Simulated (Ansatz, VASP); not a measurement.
**Zn: VASP beside Ansatz**

File INCAR:

```
  PREC = Accurate
  ENCUT = 520
  EDIFF = 1E-7
  ISMEAR = -1
  SIGMA = 0.05
  LREAL = F
  LASPH = T
  NELM = 100
  ALGO = Normal
  ISIF = 2
  LWAVE = F
  LCHARG = F
  GGA = PE
  NBANDS = 19
```

Contents of KPOINTS:

```
Automatic mesh
0
Gamma
  11 11 11
```

POSCAR

```
Zn
1.0
    0.0000000000      2.9329409068      2.9329409068
    2.9329409068      0.0000000000      2.9329409068
    2.9329409068      2.9329409068      0.0000000000
Zn
2
Direct
    0.0000000000      0.0000000000      0.0000000000
    0.2500000000      0.2500000000      0.2500000000
```

Input for Ansatz:

```yaml
crystal:
  lattice:
    - [0.0, 2.9329409068, 2.9329409068]
    - [2.9329409068, 0.0, 2.9329409068]
    - [2.9329409068, 2.9329409068, 0.0]
  atoms:
    - { symbol: Zn, position: [0.0, 0.0, 0.0] }
    - { symbol: Zn, position: [0.25, 0.25, 0.25] }
kpoints:
  mp_grid: { grid: [11, 11, 11] }
scf:
  occupations: { method: fermi_dirac, width: 0.05 }
hamiltonian:
  xc: pbe
  pseudopotentials: { kind: all_electron, lapw: { basis_error: 0.00025 } }
output:
  forces: true
  stress: true
  eigenvalues: true
```

Change from the starting cell: volume scaled by 1.025.

Alike in both runs: task single point; functional PBE; k mesh 11 × 11 × 11; occupations fermi-dirac, width 0.05 eV; no spin polarisation.

```csv
,VASP,Ansatz
version,VASP 6.6.1,Ansatz 0.2.0
potentials or method,"VASP PAW PBE potentials, release 64 (Zn)","all-electron LAPW, scalar-relativistic"
plane-wave cutoff (eV),520,see its input
```

|  | VASP | Ansatz | Ansatz less VASP |
| --- | --- | --- | --- |
| pressure (GPa) | -0.5 | -0.6 | -0.15 |

Ansatz ran all-electron here, so the differences hold the error of VASP's frozen core and of both bases.
